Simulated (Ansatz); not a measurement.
# Bands, cutoff and cost in G0W0 for Te2Mo (2H monolayer), part 2 of 2

Wanted: a G0W0 gap for Te2Mo (2H monolayer) that is converged in bands and cutoff, or an estimate of the limit.

Ansatz 0.2.0; G0W0 on PBE, plane waves, PAW. Known limits of the many-body steps: not at the basis limit; coarse mesh for a sheet; no spin-orbit coupling.

So far. Step 5 (1601 empty bands, screening to 165 eV): Against the run with 9×9×1 mesh, 871 empty bands, screening to 110 eV, the gap moves by −0.002 eV.

## Step 6: Changing the k mesh: 6×6×1 mesh, 405 empty bands, screening to 66 eV

Only the mesh changes. It samples the long-range screening, which converges on its own terms. Bands and cutoff differ from the step before, so it is read against an earlier run that matches them.

Contents of input.yaml:

```yaml
crystal:
  lattice:
    - [3.5551949043, 0.0, 0.0]
    - [-1.7775974521, 3.0788891025, 0.0]
    - [0.0, 0.0, 30.4]
  atoms:
    - { symbol: Mo, position: [0.3333333333, 0.6666666667, 0.5] }
    - { symbol: Te, position: [0.6666666667, 0.3333333333, 0.5594649961] }
    - { symbol: Te, position: [0.6666666667, 0.3333333333, 0.4405350039] }
  periodic: [true, true, false]
kpoints:
  mp_grid: { grid: [6, 6, 1] }
hamiltonian:
  xc: pbe
  pseudopotentials: { kind: paw, azcp: { folder: "./paw" } }
scf:
  occupations: { method: fixed }
gw:
  n_empty_bands: 405
  ecut_chi: 66.0
  qp_bands: [v2, c2]
  qp_kpoints: band_edges
  screening: { model: contour_deformation }
```

Run with:

```bash
ansatz run input.yaml --threads 3 --pin off --max-ram 92160MiB --backend cuda --events-out ev --progress --plain --runs-dir out --devices 1 --max-vram 13GiB
```

Numbers of over 12 decimals in the logs are rounded to 6 here.

Log:

```text
GPUs: using 1 of 1 available (devices: 1).
[...]
GPU FFT provider: cuFFT
GPU libraries: cuBLAS 13.8.2, cuFFT 12.4.0, cuSOLVER 12.3.4
Crystal: 3 atoms, lattice volume = 332.760 Å³
Basis set: ecut = 420 eV, 6407 PW (Γ)
Bands: 28, of which v1, the nominal top of the filled ones, is band 23 counted from 1 (22 counted from 0)
Symmetry: 12 space group operations
[...]
k-points: 7 of 36 (time reversal used)
[...]
1    25     -2.7116   -13.1600    -3.6881   -17.4275  0.7074    -2.1119    -2.1322  root
[...]
6    22     -6.5922   -18.2858     1.9783   -16.1489  0.6768    -6.7523    -6.7508  root
     6    23     -4.8685   -18.2859     0.2991   -18.1093  0.6847    -4.7466    -4.7461  root
     6    24     -3.7930   -15.2986    -3.6490   -19.5793  0.6796    -3.1391    -3.1614  root
     6    25     -2.9893   -12.8837    -3.7425   -17.1973  0.7030    -2.3992    -2.4182  root
[key lines of the parts left out:]
SCF converged after 10 iterations
Free energy (F): -18916.954653 eV
Fermi energy:    -4.868548 eV
```

Wall time 37 s (1 × NVIDIA H100 80GB HBM3 (shared by 6 runs) with 3 threads of AMD EPYC 7R13 (Zen 3), shared host); peak memory 1.7 GiB.

This step gave:

```yaml
bands_summed: 428
plane_waves_in_the_screening_matrix: 419
g0w0_gap_on_the_mesh: 1.585 eV
k_of_the_valence_top: 0.3333, 0.3333, 0
k_of_the_conduction_bottom: 0.3333, 0.3333, 0
starting_gap_on_the_mesh: 1.076 eV
least_direct_g0w0_gap_on_the_computed_points: 1.585 eV
```

Against the run with 9×9×1 mesh, 405 empty bands, screening to 66 eV, the gap moves by −0.012 eV.

## Step 7: Changing the k mesh: 3×3×1 mesh, 405 empty bands, screening to 66 eV

Edit input.yaml of step 6 so:

```diff
@@ -11,3 +11,3 @@
 kpoints:
-  mp_grid: { grid: [6, 6, 1] }
+  mp_grid: { grid: [3, 3, 1] }
 hamiltonian:
```

Log:

```text
GPUs: using 1 of 1 available (devices: 1).
[...]
GPU FFT provider: cuFFT
GPU libraries: cuBLAS 13.8.2, cuFFT 12.4.0, cuSOLVER 12.3.4
Crystal: 3 atoms, lattice volume = 332.760 Å³
Basis set: ecut = 420 eV, 6407 PW (Γ)
Bands: 28, of which v1, the nominal top of the filled ones, is band 23 counted from 1 (22 counted from 0)
Symmetry: 12 space group operations
[...]
k-points: 3 of 9 (time reversal used)
[...]
1    24     -3.3073   -13.5244    -4.0117   -17.9736  0.6504    -2.8495    -2.8698  root
     1    25     -3.0335   -14.3780    -3.8188   -18.6669  0.6508    -2.5381    -2.5634  root
     2    22     -6.5548   -18.1796     2.0579   -16.0814  0.6476    -6.5951    -6.5949  root
     2    23     -4.7155   -18.6523     0.8002   -18.0232  0.6492    -4.5464    -4.5444  root
     2    24     -3.6860   -14.6593    -4.3449   -19.5532  0.6417    -3.1026    -3.1371  root
     2    25     -2.9270   -12.8996    -3.8679   -17.1887  0.6679    -2.4879    -2.5059  root
[key lines of the parts left out:]
SCF converged after 11 iterations
Free energy (F): -18917.071116 eV
Fermi energy:    -4.715518 eV
```

Wall time 25 s (1 × NVIDIA H100 80GB HBM3 (shared by 6 runs) with 3 threads); peak memory 1.3 GiB; 8.5 s of CPU time.

This step gave:

```
bands summed                                 : 428
plane waves in the screening matrix          : 419
G0W0 gap on the mesh                         : 1.407 eV
k of the valence top                         : 0.3333, 0.3333, 0
k of the conduction bottom                   : 0.3333, 0.3333, 0
starting gap on the mesh                     : 1.029 eV
least direct G0W0 gap on the computed points : 1.407 eV
```

Against the run with 6×6×1 mesh, 405 empty bands, screening to 66 eV, the gap moves by −0.18 eV, while the start moved by −0.05 eV.

## Step 8: Changing the k mesh: 12×12×1 mesh, 405 empty bands, screening to 66 eV

Edit input.yaml of step 7 so:

```diff
@@ -11,3 +11,3 @@
 kpoints:
-  mp_grid: { grid: [3, 3, 1] }
+  mp_grid: { grid: [12, 12, 1] }
 hamiltonian:
```

Log:

```text
GPUs: using 1 of 1 available (devices: 1).
[...]
GPU FFT provider: cuFFT
GPU libraries: cuBLAS 13.8.2, cuFFT 12.4.0, cuSOLVER 12.3.4
Crystal: 3 atoms, lattice volume = 332.760 Å³
Basis set: ecut = 420 eV, 6407 PW (Γ)
Bands: 28, of which v1, the nominal top of the filled ones, is band 23 counted from 1 (22 counted from 0)
Symmetry: 12 space group operations
[...]
k-points: 19 of 144 (time reversal used)
[...]
1    25     -2.0991   -12.3122    -3.8760   -16.6271  0.6658    -1.6534    -1.6603  root
[...]
18    22     -6.5916   -18.2966     1.9722   -16.1485  0.6808    -6.7695    -6.7675  root
    18    23     -4.8689   -18.1915     0.2029   -18.1093  0.6895    -4.7487    -4.7482  root
    18    24     -3.7915   -15.3964    -3.5423   -19.5790  0.6846    -3.1333    -3.1512  root
    18    25     -2.9884   -12.8837    -3.7181   -17.1974  0.7075    -2.3760    -2.3929  root
[key lines of the parts left out:]
SCF converged after 10 iterations
Free energy (F): -18916.956351 eV
Fermi energy:    -4.868926 eV
```

Wall time 3.5 min (1 × NVIDIA H100 80GB HBM3 (shared by 6 runs) with 3 threads); peak memory 2.8 GiB.

Numbers from this step:

| Property | Result |
| --- | --- |
| bands summed | 428 |
| plane waves in the screening matrix | 419 |
| G0W0 gap on the mesh | 1.597 eV |
| k of the valence top | 0.3333, 0.3333, 0 |
| k of the conduction bottom | 0.3333, 0.3333, 0 |
| starting gap on the mesh | 1.077 eV |
| least direct G0W0 gap on the computed points | 1.597 eV |

Against the run with 3×3×1 mesh, 405 empty bands, screening to 66 eV, the gap moves by +0.19 eV, while the start moved by +0.05 eV.

## Step 9: Convergence and cost

Times are wall times on 1 × NVIDIA H100 80GB HBM3 (shared by 6 runs) with 3 threads of AMD EPYC 7R13 (Zen 3), shared host. The host was busy with other work, so they are no guide to cost.

```tsv
mesh	files	frequency	bands summed	cutoff (eV)	start (eV)	G0W0 (eV)	time	host memory (GiB)
9×9×1	default PAW	contour deformation	166	33	1.077	1.579	39 s	1.4
9×9×1	default PAW	contour deformation	428	66	1.077	1.597	81 s	2.2
9×9×1	default PAW	contour deformation	894	110	1.077	1.603	2.5 min	4.2
9×9×1	default PAW	contour deformation	1624	165	1.077	1.601	6 min	9.7
6×6×1	default PAW	contour deformation	428	66	1.076	1.585	37 s	1.7
3×3×1	default PAW	contour deformation	428	66	1.029	1.407	25 s	1.3
12×12×1	default PAW	contour deformation	428	66	1.077	1.597	3.5 min	2.8
```

The parts of the quasiparticle energy at the two band edges (eV; QP = start + Σx + Σc − Vxc):

```tsv
run	edge	start	Σx	Σc	Vxc	Z	QP
166 bands	valence top	-4.87	-18.21	0.59	-18.11	0.70	-4.38
166 bands	conduction bottom	-3.79	-15.38	-3.21	-19.58	0.69	-2.80
428 bands	valence top	-4.87	-18.21	0.22	-18.11	0.69	-4.75
428 bands	conduction bottom	-3.79	-15.38	-3.56	-19.58	0.68	-3.15
894 bands	valence top	-4.87	-18.21	0.03	-18.11	0.68	-4.94
894 bands	conduction bottom	-3.79	-15.38	-3.75	-19.58	0.68	-3.34
1624 bands	valence top	-4.87	-18.21	-0.08	-18.11	0.68	-5.05
1624 bands	conduction bottom	-3.79	-15.38	-3.86	-19.58	0.67	-3.45
```

## Step 10: Summary of results

| Property | Result |
| --- | --- |
| 166 bands, 33 eV | 1.579 eV |
| 428 bands, 66 eV | 1.597 eV |
| 894 bands, 110 eV | 1.603 eV |
| 1624 bands, 165 eV | 1.601 eV |
| mesh and start | 9×9×1, PBE |

In words: From 166 to 1624 bands the gap moves by +0.02 eV while the time grows 9.3-fold. Σc changes by −0.67 eV at the valence top and −0.65 eV at the conduction bottom, so the levels themselves move more than the gap between them. The gap turns back along the series, so no limit is drawn from it. On the 6×6×1 mesh in place of 9×9×1 the gap differs by −0.01 eV, of which −0.002 eV is already in the start. On the 3×3×1 mesh in place of 9×9×1 the gap differs by −0.19 eV, of which −0.05 eV is already in the start. On the 12×12×1 mesh in place of 9×9×1 the gap differs by +0.00 eV, of which +0.0001 eV is already in the start. The mesh in the plane is coarse for a sheet; gap and any exciton binding can still move on denser ones. The many-body steps are scalar-relativistic: spin-orbit coupling is not in them.

[Paths, hosts, dates, memory and timing lines, banners, echoed tables and standing remarks are left out of the program output.]

[Logs are printed without paths, hosts, clocks, repeated set-up lines and the standing remarks that a program may print on its own settings, such as how far it seeks lower states.]

[Runs of the session that timed out or met a known fault of the program may be left out.]

[Cells called generated may have been cut or substituted from an entry of the Crystallography Open Database or the Materials Project.]

[Hosts, paths, dates, database ids (printed as entryN), source tags and the programs' standing remarks are cut or masked in the printed files.]
